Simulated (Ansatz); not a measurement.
## ¹⁴N nuclear quadrupole resonance in Si₃N₄

Cell: an entry of the Crystallography Open Database (COD), whose atoms a relaxation with PBE at fixed cell left in place.

```cif
data_Si3N4
_symmetry_space_group_name_H-M 'I-43d'
_symmetry_Int_Tables_number 220
_cell_length_a 6.4747
_cell_length_b 6.4747
_cell_length_c 6.4747
_cell_angle_alpha 90.000
_cell_angle_beta 90.000
_cell_angle_gamma 90.000
loop_
_atom_site_label
_atom_site_type_symbol
_atom_site_symmetry_multiplicity
_atom_site_Wyckoff_symbol
_atom_site_fract_x
_atom_site_fract_y
_atom_site_fract_z
Si Si 12 b 0.3750 0.5000 0.7500
N N 16 c 0.2814 0.2814 0.2814
```

One atom of each set is listed; the run and its k-mesh use a cell of 14 atoms with edges of 5.61, 5.61, 5.61 Å.

Level of theory: DFT, PBE, plane waves and PAW, scalar-relativistic, 420 eV cutoff, Γ-centred 6×6×6 k-points, Fermi–Dirac smearing 0.02 eV (Ansatz 0.2.0).

¹⁴N: I = 1, Q = 20.44 mb (year-2017 value). Static lattice, zero field.

Question: Predict the zero-field ¹⁴N lines of each site.

Answer: For I = 1 the lines are ν± = (3/4)|C_Q|(1 ± η/3) and ν₀ = |C_Q|η/2.

| site | atoms | V_zz (10²¹ V/m²) | C_Q (MHz) | η | line frequencies (MHz) |
| --- | --- | --- | --- | --- | --- |
| N | 8 | -5.77 | -2.85 | 0.00 | 2.14 |

An axis of threefold or higher order runs through N, so V_zz lies along it and η is zero.
